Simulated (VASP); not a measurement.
**CdTe in VASP 6.6.1, single-point calculation**

INCAR

```
AMIX = 0.8
LDAUJ = 0 0
LREAL = .FALSE.
LDAU = .TRUE.
NSW = 0
NBANDS = 16
LMAXMIX = 4
METAGGA = SCAN
LDAUU = 6.0 0
EDIFF = 1E-7
PREC = Accurate
LCHARG = .FALSE.
LDAUTYPE = 2
NELM = 51
ENCUT = 520
ISIF = 2
LWAVE = .FALSE.
SIGMA = 0.02
LASPH = .TRUE.
LDAUL = 2 -1
IBRION = -1
ISMEAR = -1
```

KPOINTS

```
KPOINTS created by Atomic Simulation Environment
0
Gamma
6 6 6
0 0 0
```

POSCAR

```
Cd Te
 1.0000000000000000
     0.0000000000000000    3.2799551162000000    3.3783537696999999
     3.2799551162000000    0.0000000000000000    3.3783537696999999
     3.2799551162000000    3.2799551162000000    0.0000000000000000
 Cd  Te
   1   1
Cartesian
  0.0000000000000000  0.0000000000000000  0.0000000000000000
  1.6399775581000000  1.6399775581000000  1.6891768848500004
```

The recommended PBE PAW datasets give the neutral cell 18 valence electrons.

Command

```
mpirun -np 1 vasp_std
```

Problem. How does this run end, and what does it give?

Solution. It converged. Results: gap between bands v and c on the k mesh 1.10 eV; least direct gap on the k mesh 1.10 eV; pressure -1.6 GPa. Band v is the last that the valence electrons fill when counted band by band, and c is the next.

OSZICAR

```
N       E                     dE             d eps       ncg     rms          rms(c)
DAV:   1     0.325182853310E+02    0.32518E+02   -0.86277E+03   992   0.986E+02
DAV:   2    -0.685807426720E+02   -0.10110E+03   -0.97382E+02  1176   0.227E+02
DAV:   3    -0.726250767971E+02   -0.40443E+01   -0.40401E+01  1168   0.504E+01
DAV:   4    -0.726585958183E+02   -0.33519E-01   -0.33518E-01  1504   0.439E+00
DAV:   5    -0.726586555946E+02   -0.59776E-04   -0.59776E-04  1240   0.166E-01    0.879E+00
DAV:   6    -0.680270546369E+02    0.46316E+01   -0.81381E+00   968   0.365E+01    0.696E+00
DAV:   7    -0.677520414066E+02    0.27501E+00   -0.11064E+00  1024   0.131E+01    0.188E+00
DAV:   8    -0.677765902096E+02   -0.24549E-01   -0.77162E-02  1248   0.330E+00    0.798E-01
DAV:   9    -0.677800895589E+02   -0.34993E-02   -0.84687E-03  1112   0.109E+00    0.247E-01
DAV:  10    -0.677799592930E+02    0.13027E-03   -0.11409E-03  1152   0.297E-01    0.163E-01
DAV:  11    -0.677799757987E+02   -0.16506E-04   -0.26404E-04  1120   0.200E-01    0.354E-02
DAV:  12    -0.677799629126E+02    0.12886E-04   -0.70195E-05  1072   0.113E-01    0.795E-03
DAV:  13    -0.677799604000E+02    0.25126E-05   -0.26462E-06  1328   0.168E-02    0.333E-03
DAV:  14    -0.677799532127E+02    0.71873E-05   -0.28616E-07  1064   0.567E-03    0.179E-03
DAV:  15    -0.677799541300E+02   -0.91728E-06   -0.34535E-08   672   0.219E-03    0.446E-04
DAV:  16    -0.677799539550E+02    0.17500E-06   -0.10901E-09   544   0.286E-04    0.295E-04
DAV:  17    -0.677799540554E+02   -0.10045E-06   -0.52006E-10   528   0.258E-04    0.512E-05
DAV:  18    -0.677799540356E+02    0.19796E-07   -0.66648E-11   520   0.673E-05
   1 F= -.67779954E+02 E0= -.67779954E+02  d E =-.291145E-10
```

For comparison, a separate PBE run of the intended cell, on usual settings and not on those above, gives a gap of 0.54 eV on its mesh and a pressure of 0.0 GPa.
